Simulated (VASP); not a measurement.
# Si (Fd-3m) in VASP: a series of runs

One crystal, Si, is run at these levels: PBE; tasks: single point.

Everything below comes from runs of VASP 6.6.1. Logs are shortened: lines on timing, memory, paths and dates and some standing lists are left out, and cuts for length are marked.

### Step 1. The undisturbed crystal

Symmetry: Fd-3m, No. 227, cubic system. The conventional cell has a = 5.444 Å, b = 5.444 Å, c = 5.444 Å, α = 90.00°, β = 90.00°, γ = 90.00°. Si (site symmetry -43m) is surrounded by 4 Si at 2.36 Å.

### Step 2. Single point, PBE (grid = ENCUT=350 dk=1.6 cell=2x2x2 ISMEAR=0 SIGMA=0.05 LREAL=Auto EDIFF=1e-06)

INCAR reads:

```
SYSTEM = Si
ALGO = Fast
EDIFF = 1E-6
ENCUT = 350
GGA = PE
ISIF = 2
ISMEAR = 0
LASPH = .True.
LCHARG = .False.
LREAL = Auto
LWAVE = .False.
NBANDS = 40
NELM = 120
PREC = Accurate
SIGMA = 0.05
```

KPOINTS reads:

```
k-points
0
Gamma
  1 1 1
  0 0 0
```

POSCAR reads:

```
Si
1.0
    0.0000000000      5.4437023730      5.4437023730
    5.4437023730      0.0000000000      5.4437023730
    5.4437023730      5.4437023730      0.0000000000
Si
16
Direct
    0.2500000000      0.2500000000      0.2500000000
    0.2500000000      0.2500000000      0.7500000000
    0.2500000000      0.7500000000      0.2500000000
    0.2500000000      0.7500000000      0.7500000000
    0.7500000000      0.2500000000      0.2500000000
    0.7500000000      0.2500000000      0.7500000000
    0.7500000000      0.7500000000      0.2500000000
    0.7500000000      0.7500000000      0.7500000000
    0.3750000000      0.3750000000      0.3750000000
    0.3750000000      0.3750000000      0.8750000000
    0.3750000000      0.8750000000      0.3750000000
    0.3750000000      0.8750000000      0.8750000000
    0.8750000000      0.3750000000      0.3750000000
    0.8750000000      0.3750000000      0.8750000000
    0.8750000000      0.8750000000      0.3750000000
    0.8750000000      0.8750000000      0.8750000000
```

Potentials or basis: VASP PAW PBE potentials, release 64 (Si).

Run with:

```console
cat potpaw_PBE.64/Si/POTCAR > POTCAR
mpirun -np 1 vasp_std > vasp.out
```

OUTCAR:

```text
SYSTEM = Si
   EDIFF = 1E-6
   ENCUT = 350
   GGA = PE
   ISIF = 2
   ISMEAR = 0
   LASPH = .True.
   LREAL = Auto
   NELM = 120
   PREC = Accurate

 Found      1 irreducible k-points:

 Following reciprocal coordinates:
            Coordinates               Weight
  0.000000  0.000000  0.000000      1.000000
   k-points           NKPTS =      1   k-points in BZ     NKDIM =      1   number of bands    NBANDS=     40
   number of dos      NEDOS =    301   number of ions     NIONS =     16
   total plane-waves  NPLWV = 110592
   dimension x,y,z NGX =    48 NGY =   48 NGZ =   48
   dimension x,y,z NGXF=    96 NGYF=   96 NGZF=   96
   ions per type =              16
   NGX,Y,Z   is equivalent  to a cutoff of  10.37, 10.37, 10.37 a.u.
   NGXF,Y,Z  is equivalent  to a cutoff of  20.73, 20.73, 20.73 a.u.
 SYSTEM =  Si
   PREC   = accura    normal or accurate (medium, high low for compatibility)
   ISTART =      0    job   : 0-new  1-cont  2-samecut
   ICHARG =      2    charge: 1-file 2-atom 10-const
   ISPIN  =      1    spin polarized calculation?
   LNONCOLLINEAR =      F non collinear calculations
   LSORBIT =      F    spin-orbit coupling
   LASPH  =      T    aspherical Exc in radial PAW
   ENCUT  =  350.0 eV  25.72 Ry    5.07 a.u.  11.74 11.74 11.74*2*pi/ulx,y,z
   NELM   =    120;   NELMIN=  2; NELMDL= -5     # of ELM steps
   EDIFF  = 0.1E-05   stopping-criterion for ELM
   LREAL  =      T    real-space projection
   EDIFFG = 0.1E-04   stopping-criterion for IOM
   NSW    =      0    number of steps for IOM
   IBRION =     -1    ionic relax: 0-MD 1-quasi-New 2-CG
   NFREE  =      0    steps in history (QN), initial steepest desc. (CG)
   ISIF   =      2    stress and relaxation
   ISYM   =      2    0-nonsym 1-usesym 2-fastsym
   POTIM  = 0.5000    time-step for ionic-motion
   TEBEG  =    0.0;   TEEND  =   0.0 temperature during run
   PSTRESS=    0.0 pullay stress
   NELECT =      64.0000    total number of electrons
   NUPDOWN=      -1.0000    fix difference up-down
   EMIN   =  10.00;   EMAX   =-10.00  energy-range for DOS
   EFERMI =   0.00;   METHOD = LEGACY
   ISMEAR =     0;   SIGMA  =   0.05  broadening in eV -4-tet -1-fermi 0-gaus
   EFERMI_NEDOS =   21; number of points for ismear=-14 and -15
   IALGO  =     68    algorithm
   IMIX   =      4    mixing-type and parameters
     AMIX     =   0.40;   BMIX     =  1.00
     AMIX_MAG =   1.60;   BMIX_MAG =  1.00
  volume/ion in A,a.u.               =      20.16       136.08
  Fermi-wavevector in a.u.,A,eV,Ry     =   0.954766  1.804247 12.402783  0.911579
  Thomas-Fermi vector in A             =   2.083543
   LORBIT       =      0    0 simple, 1 ext, 2 COOP (PROOUT), +10 PAW based schemes
   GGA     = PE    functional components
   LHFCALC =     F    Hartree Fock is set to
   AEXX    =    0.0000 exact exchange contribution
   IVDW    =     0    specifies the selected vdW correction
   LEPSILON=     F    determine dielectric tensor
   LRPA    =     F    only Hartree local field effects (RPA)
 non-spin polarized calculation
 RMM-DIIS sequential band-by-band and
 Gauss-broadening in eV      SIGMA  =   0.05
  energy-cutoff  :      350.00
  volume of cell :      322.64
 maximum number of plane-waves:      4813
 NGX is ok and might be reduce to    48
   NGX = 23   NGY = 23   NGZ = 23

 number of electron      63.9999991 magnetization

 Free energy of the ion-electron system (eV)
  ---------------------------------------------------
  ext. energy  EPLUGINS =         0.00000000
  ---------------------------------------------------
  free energy    TOTEN  =       -66.45436602 eV

  energy without entropy =      -66.45436602  energy(sigma->0) =      -66.45436602

 E-fermi :   6.3321     XC(G=0):  -9.1888

 val. band max:        6.0581323088   @ k =   0.0000   0.0000   0.0000
 cond. band min:       6.6711021204   @ k =   0.0000   0.0000   0.0000
 fundamental gap:      0.6129698115
 Fermi energy:         6.3320636952

 k-point     1 :       0.0000    0.0000    0.0000
  band No.  band energies     occupation
      1      -5.9075      2.00000
      2      -3.5740      2.00000
      3      -3.5740      2.00000
      4      -3.5740      2.00000
      5      -3.5740      2.00000
      6      -1.7666      2.00000
      7      -1.7666      2.00000
      8      -1.7666      2.00000
      9      -1.7666      2.00000
     10      -1.7666      2.00000
     11      -1.7666      2.00000
     12      -0.9433      2.00000
     13      -0.9433      2.00000
     14      -0.9433      2.00000
     15      -0.9433      2.00000
     16       3.1623      2.00000
     17       3.1623      2.00000
     18       3.1623      2.00000
     19       3.1623      2.00000
     20       3.1623      2.00000
     21       3.1623      2.00000
     22       4.8380      2.00000
     23       4.8380      2.00000
     24       4.8380      2.00000
     25       4.8380      2.00000
     26       4.8380      2.00000
     27       4.8380      2.00000
     28       4.8380      2.00000
     29       4.8380      2.00000
     30       6.0581      2.00000
     31       6.0581      2.00000
     32       6.0581      2.00000
     33       6.6711      0.00000
     34       6.6711      0.00000
     35       6.6711      0.00000
     36       6.6711      0.00000
     37       6.6711      0.00000
     38       6.6711      0.00000
     39       7.5310      0.00000
     40       7.5310      0.00000

------------------------ aborting loop because EDIFF is reached ----------------------------------------

  FORCE on cell =-STRESS in cart. coord.  units (eV):
  Direction    XX          YY          ZZ          XY          YZ          ZX
  --------------------------------------------------------------------------------------
  -------------------------------------------------------------------------------------
  Total       18.0728561     18.0728561     18.0728561     -0.0000000     -0.0000000     -0.0000000
  in kB       89.7478925     89.7478925     89.7478925     -0.0000000     -0.0000000     -0.0000000
  external PRESSURE =      89.7478925 kB  Pullay stress =       0.0000000 kB

 VOLUME and BASIS-vectors are now :
 -----------------------------------------------------------------------------
  energy-cutoff  :      350.00
  volume of cell :      322.64
      direct lattice vectors                 reciprocal lattice vectors
     0.000000000  5.443702373  5.443702373    -0.091849254  0.091849254  0.091849254
     5.443702373  0.000000000  5.443702373     0.091849254 -0.091849254  0.091849254
     5.443702373  5.443702373  0.000000000     0.091849254  0.091849254 -0.091849254

 POSITION                                       TOTAL-FORCE (eV/Angst)
 -----------------------------------------------------------------------------------
      2.72185      2.72185      2.72185        -0.000000      0.000000     -0.000000
      5.44370      5.44370      2.72185        -0.000000     -0.000000     -0.000000
      5.44370      2.72185      5.44370        -0.000000      0.000000     -0.000000
      8.16555      5.44370      5.44370        -0.000000      0.000000     -0.000000
      2.72185      5.44370      5.44370        -0.000000     -0.000000     -0.000000
      5.44370      8.16555      5.44370        -0.000000     -0.000000     -0.000000
      5.44370      5.44370      8.16555        -0.000000     -0.000000     -0.000000
      8.16555      8.16555      8.16555        -0.000000      0.000000     -0.000000
      4.08278      4.08278      4.08278         0.000000     -0.000000      0.000000
      6.80463      6.80463      4.08278         0.000000      0.000000      0.000000
      6.80463      4.08278      6.80463         0.000000      0.000000      0.000000
      9.52648      6.80463      6.80463         0.000000     -0.000000      0.000000
      4.08278      6.80463      6.80463         0.000000     -0.000000      0.000000
      6.80463      9.52648      6.80463         0.000000      0.000000      0.000000
      6.80463      6.80463      9.52648         0.000000      0.000000      0.000000
      9.52648      9.52648      9.52648         0.000000     -0.000000      0.000000
 -----------------------------------------------------------------------------------
    total drift:                               -0.000000      0.000000     -0.000000

  FREE ENERGIE OF THE ION-ELECTRON SYSTEM (eV)
  ---------------------------------------------------
  free  energy   TOTEN  =       -66.4543660212 eV

  energy  without entropy=      -66.4543660212  energy(sigma->0) =      -66.45436602
```

Wall time 18 s (1 thread of Intel Xeon Platinum 8375C at 2.90GHz (Ice Lake), shared host); peak memory 0.29 GiB.

These settings aren't checked as converged: the numbers below hold their error.

Results:

```
Free energy            : -66.4544 eV
Pressure               : 9.0 GPa
Band gap on the k mesh : 0.61 eV
```

Caveat: the k mesh is coarse (spacing up to 1.00 Å⁻¹), so the values aren't converged; an odd mesh through Γ misses points on the zone boundary, where band edges often lie.

### Step 3. Single point, PBE (grid = ENCUT=350 dk=0.9 cell=2x2x2 ISMEAR=0 SIGMA=0.05 LREAL=Auto EDIFF=1e-06)

INCAR is that of step 2.

KPOINTS reads:

```
k-points
0
Gamma
  2 2 2
  0 0 0
```

POSCAR is that of step 2.

Potentials or basis: VASP PAW PBE potentials, release 64 (Si).

Run with:

```console
cat potpaw_PBE.64/Si/POTCAR > POTCAR
mpirun -np 1 vasp_std > vasp.out
```

OUTCAR:

```text
SYSTEM = Si
   EDIFF = 1E-6
   ENCUT = 350
   GGA = PE
   ISIF = 2
   ISMEAR = 0
   LASPH = .True.
   LREAL = Auto
   NELM = 120
   PREC = Accurate

 Found      3 irreducible k-points:

 Following reciprocal coordinates:
            Coordinates               Weight
  0.000000  0.000000  0.000000      1.000000
  0.500000  0.000000  0.000000      4.000000
  0.500000  0.500000  0.000000      3.000000
   k-points           NKPTS =      3   k-points in BZ     NKDIM =      3   number of bands    NBANDS=     40
   number of dos      NEDOS =    301   number of ions     NIONS =     16
   total plane-waves  NPLWV = 110592
   dimension x,y,z NGX =    48 NGY =   48 NGZ =   48
   dimension x,y,z NGXF=    96 NGYF=   96 NGZF=   96
   ions per type =              16
   NGX,Y,Z   is equivalent  to a cutoff of  10.37, 10.37, 10.37 a.u.
   NGXF,Y,Z  is equivalent  to a cutoff of  20.73, 20.73, 20.73 a.u.
 SYSTEM =  Si
   PREC   = accura    normal or accurate (medium, high low for compatibility)
   ISTART =      0    job   : 0-new  1-cont  2-samecut
   ICHARG =      2    charge: 1-file 2-atom 10-const
   ISPIN  =      1    spin polarized calculation?
[... 62 lines left out ...]

 k-point     1 :       0.0000    0.0000    0.0000
  band No.  band energies     occupation
      1      -6.1193      2.00000
      2      -3.8030      2.00000
      3      -3.8030      2.00000
      4      -3.8030      2.00000
      5      -3.8030      2.00000
      6      -1.9974      2.00000
[... 118 lines left out ...]
     39       8.9173      0.00000
     40       8.9173      0.00000

------------------------ aborting loop because EDIFF is reached ----------------------------------------

  FORCE on cell =-STRESS in cart. coord.  units (eV):
  Direction    XX          YY          ZZ          XY          YZ          ZX
  --------------------------------------------------------------------------------------
  -------------------------------------------------------------------------------------
  Total        3.7148737      3.7148737      3.7148737     -0.0000000      0.0000000      0.0000000
  in kB       18.4476702     18.4476702     18.4476702     -0.0000000      0.0000000      0.0000000
  external PRESSURE =      18.4476702 kB  Pullay stress =       0.0000000 kB

 VOLUME and BASIS-vectors are now :
 -----------------------------------------------------------------------------
  energy-cutoff  :      350.00
  volume of cell :      322.64
      direct lattice vectors                 reciprocal lattice vectors
     0.000000000  5.443702373  5.443702373    -0.091849254  0.091849254  0.091849254
     5.443702373  0.000000000  5.443702373     0.091849254 -0.091849254  0.091849254
     5.443702373  5.443702373  0.000000000     0.091849254  0.091849254 -0.091849254

 POSITION                                       TOTAL-FORCE (eV/Angst)
 -----------------------------------------------------------------------------------
      2.72185      2.72185      2.72185         0.000000      0.000000      0.000000
      5.44370      5.44370      2.72185         0.000000      0.000000      0.000000
      5.44370      2.72185      5.44370         0.000000      0.000000      0.000000
      8.16555      5.44370      5.44370         0.000000      0.000000      0.000000
      2.72185      5.44370      5.44370         0.000000      0.000000      0.000000
      5.44370      8.16555      5.44370         0.000000      0.000000      0.000000
[... 8 lines left out ...]
      6.80463      6.80463      9.52648        -0.000000     -0.000000     -0.000000
      9.52648      9.52648      9.52648        -0.000000     -0.000000     -0.000000
 -----------------------------------------------------------------------------------
    total drift:                               -0.000000      0.000000     -0.000000

  FREE ENERGIE OF THE ION-ELECTRON SYSTEM (eV)
  ---------------------------------------------------
  free  energy   TOTEN  =       -85.2776100588 eV

  energy  without entropy=      -85.2776100588  energy(sigma->0) =      -85.27761006
```

OSZICAR:

```text
N       E                     dE             d eps       ncg     rms          rms(c)
DAV:   1     0.121190772243E+03    0.12119E+03   -0.19298E+04   240   0.959E+02
DAV:   2    -0.760147489595E+02   -0.19721E+03   -0.18587E+03   296   0.157E+02
DAV:   3    -0.866246103445E+02   -0.10610E+02   -0.10240E+02   312   0.349E+01
DAV:   4    -0.868570798159E+02   -0.23247E+00   -0.23145E+00   304   0.591E+00
DAV:   5    -0.868626291954E+02   -0.55494E-02   -0.55486E-02   280   0.921E-01    0.140E+01
RMM:   6    -0.857575176678E+02    0.11051E+01   -0.58641E-01   240   0.246E+00    0.855E+00
RMM:   7    -0.852506524189E+02    0.50687E+00   -0.15439E+00   251   0.418E+00    0.507E-01
RMM:   8    -0.852723230092E+02   -0.21671E-01   -0.15371E-01   246   0.149E+00    0.262E-01
RMM:   9    -0.852765203188E+02   -0.41973E-02   -0.35070E-02   259   0.694E-01    0.260E-01
RMM:  10    -0.852771542817E+02   -0.63396E-03   -0.56932E-03   266   0.325E-01    0.219E-01
RMM:  11    -0.852775736909E+02   -0.41941E-03   -0.29415E-03   247   0.233E-01    0.244E-01
RMM:  12    -0.852775987263E+02   -0.25035E-04   -0.45954E-04   257   0.108E-01    0.535E-02
RMM:  13    -0.852776071258E+02   -0.83995E-05   -0.88779E-05   280   0.427E-02    0.786E-02
RMM:  14    -0.852776093823E+02   -0.22566E-05   -0.15376E-05   247   0.185E-02    0.911E-02
RMM:  15    -0.852776083204E+02    0.10619E-05   -0.90522E-06   226   0.137E-02    0.521E-02
RMM:  16    -0.852776095595E+02   -0.12391E-05   -0.23535E-06   162   0.869E-03    0.175E-02
RMM:  17    -0.852776100588E+02   -0.49925E-06   -0.55886E-07   128   0.343E-03
   1 F= -.85277610E+02 E0= -.85277610E+02  d E =-.264751E-11
```

stdout:

```text
POSCAR found type information on POSCAR Si
 POSCAR found :  1 types and      16 ions
 scaLAPACK will be used
 LDA part: xc-table for (Slater+PW92), standard interpolation
 POSCAR, INCAR and KPOINTS ok, starting setup
 FFT: planning ... GRIDC
 FFT: planning ... GRID_SOFT
 FFT: planning ... GRID
 WAVECAR not read
 entering main loop
```

It took 34 s on 1 thread of Intel Xeon Platinum 8375C at 2.90GHz (Ice Lake), shared host; peak memory 0.3 GiB.

These settings aren't checked as converged: the numbers below hold their error.

Results:

```
Free energy            : -85.2776 eV
Pressure               : 1.8 GPa
Band gap on the k mesh : 0.71 eV
```

Caveat: the k mesh is coarse (spacing up to 0.50 Å⁻¹), so the values aren't converged.

### Step 4. Single point, PBE (grid = ENCUT=350 dk=0.6 cell=2x2x2 ISMEAR=0 SIGMA=0.05 LREAL=Auto EDIFF=1e-06)

INCAR is that of step 3.

KPOINTS is that of step 3.

POSCAR is that of step 3.

Run with:

```console
cat potpaw_PBE.64/Si/POTCAR > POTCAR
mpirun -np 1 vasp_std > vasp.out
```

Run time: 33 s. Hardware: 1 thread of Intel Xeon Platinum 8375C at 2.90GHz (Ice Lake), shared host; peak memory 0.29 GiB.

The run converged, but some of its settings lie outside the range that counts as converged, so its numbers aren't taken as properties of the crystal.

Results:

| Quantity | Value |
| --- | --- |
| Free energy | -85.2776 eV |
| Pressure | 1.8 GPa |
| Band gap on the k mesh | 0.71 eV |

Caveat: the k mesh is coarse (spacing up to 0.50 Å⁻¹), so the values aren't converged.

(Part 1 of 2 ends here.)
